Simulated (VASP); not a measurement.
TiO2, 6 atoms in the cell. It takes space group I4_1/amd (No. 141, tetragonal). The conventional cell has a = 3.783 Å, b = 3.783 Å, c = 9.615 Å, α = 90.00°, β = 90.00°, γ = 90.00°. Around Ti (site symmetry -4m2) lie 6 O at 1.94 to 1.99 Å. Around O (site symmetry 2mm) lie 3 Ti at 1.94 to 1.99 Å. The cell is a database's computed one.

| Quantity | Value |
| --- | --- |
| Program | VASP 6.6.1 |
| Task | relaxation of cell and atoms |
| Functional | PBE |
| Potentials or basis | VASP PAW PBE potentials, release 64 (Ti_sv, O) |
| Cutoff | 600 eV |
| k mesh | 6 × 6 × 6 |
| Occupations | gaussian, width 0.1 eV |
| Spin | no spin polarisation |
| Dipole correction | no |
| Further INCAR settings | ALGO = Normal; EDIFF = 1e-06; IBRION = 2; EDIFFG = -0.04; NSW = 60; ISIF = 3 |

Potentials or basis: VASP PAW PBE potentials, release 64 (Ti_sv, O).

Launch:

```console
$ cat potpaw_PBE.64/Ti_sv/POTCAR potpaw_PBE.64/O/POTCAR > POTCAR
$ mpirun -np 1 vasp_std > vasp.out
```

Hardware: 1 thread of Intel(R) Xeon(R) Platinum 8488C (Sapphire Rapids) (shared host).

Task: Estimate the wall time of this run.

Result: It took 6.3 min on 1 thread of Intel(R) Xeon(R) Platinum 8488C (Sapphire Rapids), on a shared host, peak memory 0.37 GiB. Counts: scf iterations 44, k points 30, ion steps 5.
